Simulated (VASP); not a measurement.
# Settings for PbSe: self-consistent run

PbSe, Cm (no. 8), 4 atoms in the cell. SCAN; PAW potentials Pb_d, Se (PBE set). VASP 6.6.1. The cell is changed on purpose: last atom moved by 0.08 Å along z, cell strained by +1.0% along z.

Wanted: energy within 2 meV/atom.

What the run is for: energy; Accuracy asked: standard.

POSCAR:
```
PbSe
1.0
    2.1548765900     -6.1339473500      0.0000000000
    2.1548765900      6.1339473500      0.0000000000
    0.0000000000      0.0000000000      4.4949985057
Pb Se
2 2
Direct
    0.3682392700      0.6317607300      0.2500000000
    0.6317607300      0.3682392700      0.7500000000
    0.1387100400      0.8612899600      0.2500000000
    0.8612899600      0.1387100400      0.7679755300
```

The series start from Plane-wave cutoff (eV): 310; k-point mesh: 6 × 6 × 5; Precision mode (PREC): Accurate; Electronic threshold (eV): 1e-6; Bands in all (NBANDS): 32; Aspherical gradient terms in the spheres (LASPH): yes; Electronic algorithm: ALGO=Normal; Placing of the Fermi level (EFERMI): EFERMI=MIDGAP; Support grid and gradient cutoff: ADDGRID=False GGA_COMPAT=False. Each series keeps the choices made before it, and each single choice may use up half of a tolerance.

## Plane-wave cutoff (eV)

| Plane-wave cutoff (eV) | Energy less reference (meV/atom) | SCF iterations | Time (s) |
|---|---|---|---|
| 190 | 156.3 | 22 | 24 |
| 240 | 7.8 | 25 | 32 |
| 280 | 6.2 | 24 | 38 |
| 310 | 5.2 | 21 | 44 |
| 360 | 4.6 | 24 | 51 |
| 420 | 2.8 | 23 | 84 |
| 500 | 1.4 | 25 | 101 |
| 620 (reference) | 0.0 | 22 | 144 |

## k-point mesh

| k-point mesh | Energy less reference (meV/atom) | SCF iterations | Time (s) |
|---|---|---|---|
| 2 × 2 × 2 | 241.1 | 26 | 27 |
| 3 × 3 × 2 | 47.3 | 21 | 31 |
| 3 × 3 × 3 | -16.5 | 21 | 55 |
| 4 × 4 × 3 | -6.3 | 23 | 76 |
| 5 × 5 × 4 | -1.1 | 22 | 104 |
| 6 × 6 × 5 | 0.6 | 22 | 144 |
| 7 × 7 × 6 | -0.5 | 22 | 203 |
| 9 × 9 × 8 | 0.0 | 22 | 406 |
| 11 × 11 × 10 (reference) | 0.0 | 22 | 731 |

## Precision mode (PREC)

| Precision mode (PREC) | Energy less reference (meV/atom) | SCF iterations | Time (s) |
|---|---|---|---|
| Low | 5.1 | 25 | 50 |
| SingleN | 5.1 | 25 | 50 |
| Normal | 0.3 | 22 | 54 |
| Accurate (reference) | 0.0 | 22 | 144 |

## Electronic threshold (eV)

| Electronic threshold (eV) | Energy less reference (meV/atom) | SCF iterations | Time (s) |
|---|---|---|---|
| 0.001 | 0.0 | 16 | 39 |
| 0.0001 | 0.0 | 18 | 44 |
| 1e-5 | 0.0 | 20 | 47 |
| 1e-6 | 0.0 | 22 | 54 |
| 1e-7 (reference) | 0.0 | 27 | 60 |

## Bands in all (NBANDS)

| Bands in all (NBANDS) | Energy less reference (meV/atom) | SCF iterations | Time (s) |
|---|---|---|---|
| 21 | 0.0 | 16 | 27 |
| 22 | -0.1 | 16 | 28 |
| 24 | 0.7 | 13 | 25 |
| 26 | 0.0 | 15 | 30 |
| 32 | 0.0 | 16 | 39 |
| 44 (reference) | 0.0 | 15 | 46 |

## Aspherical gradient terms in the spheres (LASPH)

| Aspherical gradient terms in the spheres (LASPH) | Energy less reference (meV/atom) | SCF iterations | Time (s) |
|---|---|---|---|
| yes | 0.0 | 16 | 27 |
| no | 1.6 | 13 | 20 |

## Electronic algorithm

| Electronic algorithm | Energy less reference (meV/atom) | SCF iterations | Time (s) |
|---|---|---|---|
| ALGO=Normal | 0.0 | 16 | 27 |
| ALGO=Fast | -0.1 | 17 | 35 |
| ALGO=VeryFast | 127.4 | 30 | 55 |
| ALGO=All ISEARCH=1 | 0.1 | 13 | 30 |
| ALGO=All ISEARCH=0 | 0.1 | 13 | 28 |
| ALGO=Damped TIME=0.4 | 0.2 | 28 | 43 |
| ALGO=Damped TIME=0.1 | 0.4 | 47 | 69 |
| ALGO=Old Fast | 0.1 | 16 | 32 |

## Placing of the Fermi level (EFERMI)

| Placing of the Fermi level (EFERMI) | Energy less reference (meV/atom) | SCF iterations | Time (s) |
|---|---|---|---|
| EFERMI=MIDGAP | 0.0 | 16 | 27 |
| EFERMI=LEGACY | 0.0 | 16 | 27 |

## Support grid and gradient cutoff

| Support grid and gradient cutoff | Energy less reference (meV/atom) | SCF iterations | Time (s) |
|---|---|---|---|
| ADDGRID=False GGA_COMPAT=False | 0.0 | 16 | 27 |
| ADDGRID=True GGA_COMPAT=False | 0.0 | 16 | 34 |
| ADDGRID=False GGA_COMPAT=True | -0.2 | 16 | 27 |

## Question

The rows run from the loosest to the tightest (no order: aspherical gradient terms in the spheres, electronic algorithm, placing of the Fermi level, support grid and gradient cutoff). For each series: choose the loosest value from which every tighter one stays within half of the tolerance; where there is no order, keep the first row unless others stay within half of the tolerance and take at least 30 % less time, and then take the fastest.

## Answer

- Plane-wave cutoff (eV): 620, the tightest run, since the next looser one is off by more than half of the tolerance (convergence isn't shown beyond it)
- k-point mesh: 6 × 6 × 5
- Precision mode (PREC): Normal
- Electronic threshold (eV): 0.001
- Bands in all (NBANDS): 21
- Aspherical gradient terms in the spheres (LASPH): yes
- Electronic algorithm: ALGO=Normal
- Placing of the Fermi level (EFERMI): EFERMI=MIDGAP
- Support grid and gradient cutoff: ADDGRID=False GGA_COMPAT=False

## All choices together

| Input | Energy less reference (meV/atom) | Time (s) |
|---|---|---|
| the program's defaults (naive) | 4.7 | 4.0 |
| chosen settings | 0.9 | 27 |
| reference settings throughout | 0.0 | 1254 |

The chosen settings stay within the tolerance of the reference run, but the reference itself isn't shown to be converged in: Plane-wave cutoff (eV).

## The input

INCAR:
```
METAGGA = SCAN
ISMEAR = 0
SIGMA = 0.03
LWAVE = False
LCHARG = False
ISIF = 2
PREC = Normal
LASPH = True
LREAL = False
ALGO = Normal
EDIFF = 0.001
NELM = 120
GGA_COMPAT = False
ENCUT = 620
EFERMI = MIDGAP
LMIXTAU = True
KPAR = 8
NBANDS = 21
ADDGRID = False
```

KPOINTS:
```
Automatic mesh
0
Gamma
  6 6 5
  0 0 0
```

Commands:
```
cat potpaw_PBE.64/Pb_d/POTCAR potpaw_PBE.64/Se/POTCAR > POTCAR
mpirun -np 8 vasp_std > vasp.out
```

The chosen input took VASP 6.6.1 27 s on 8 cores (Intel Xeon 6975P-C (Granite Rapids)), a shared host.

## An input that fails: mixing far too strong

VASP's message: ERROR FEXCP: supplied Exchange-correletion table is too small, maximal index : 4763.

Changes against the starting input:
```
- NELM = 120
+ NELM = 74
+ IMIX = 1
+ AMIX = 2.0
+ BMIX = 0.0001
```
